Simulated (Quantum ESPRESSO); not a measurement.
Crystal: Li.

```
CELL_PARAMETERS angstrom
0.00000 2.20200 2.20200
2.20200 0.00000 2.20200
2.20200 2.20200 0.00000
ATOMIC_POSITIONS crystal
Li 0.00000 0.00000 0.00000
```

This isn't the form of Li at room conditions, which is bcc.

```yaml
Program: Quantum ESPRESSO 7.5
Task: single point
Functional: PBE
Potentials_or_basis: SSSP 1.3 efficiency PBE
Cutoff: 748 eV
Density_cutoff: 5987 eV
k_mesh: 10 × 10 × 10
Occupations: fermi-dirac, width 0.05 eV
Spin: no spin polarisation
```

On this cell: pressure -0.7 GPa; band gap on the k mesh none (metal or under the smearing width).

The same run follows on a disturbed copy (cell strained at random at fixed volume):

```
Li
1.0
    -0.02939    2.18954    2.16794
     2.24417   -0.07957    2.21812
     2.15233    2.14788    0.01227
Li
1
Direct
  0.99760 0.00530 0.00297
```

What does the disturbed cell give?

The energy (extrapolated to zero smearing) moves by +2.7 meV/atom; pressure -0.7 GPa; band gap on the k mesh none (metal or under the smearing width).

Stress tensor (GPa, compression positive):
```
-0.67  0.56 -0.28
 0.56 -0.67  0.23
-0.28  0.23 -0.71
```
